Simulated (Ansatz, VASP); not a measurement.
## Hf in VASP and in Ansatz

```xyz
5
Lattice="3.1264 0.0000 0.0000 -1.0421 2.9476 0.0000 0.0000 0.0000 25.2106" Properties=species:S:1:pos:R:3 pbc="T T T"
Hf    1.0421    1.4738    7.5000
Hf    0.0000    0.0000   10.0527
Hf    1.0421    1.4738   12.6053
Hf    0.0000    0.0000   15.1580
Hf    1.0421    1.4738   17.7106
```

Alike in both runs: task single point; functional PBE; k mesh 9 × 9 × 1; occupations fermi-dirac, width 0.05 eV; no spin polarisation.

|  | VASP | Ansatz |
| --- | --- | --- |
| version | VASP 6.6.1 | Ansatz 0.2.0 |
| potentials or method | VASP PAW PBE potentials, release 64 (Hf_pv) | Ansatz PAW |
| plane-wave cutoff (eV) | 520 | 420 |
| valence electrons in the cell | 50 | 130 |

VASP gave:

- gap on the k mesh at the Fermi level (eV): none
- rms of the force components (eV/Å): 0.308
- work function, face that differs most (eV): 4.20

Task: Estimate Ansatz's values.

Result: gap on the k mesh at the Fermi level (eV): none; rms of the force components (eV/Å): 0.298; work function, face that differs most (eV): 4.20.

Atom by atom the forces differ by 0.010 eV/Å (rms over components). A gap of «none» marks a metal or a gap that the smearing closes. The two sets of potentials don't hold the same shells in valence.

The runs have no spin-orbit coupling, so splittings on Hf are missing.
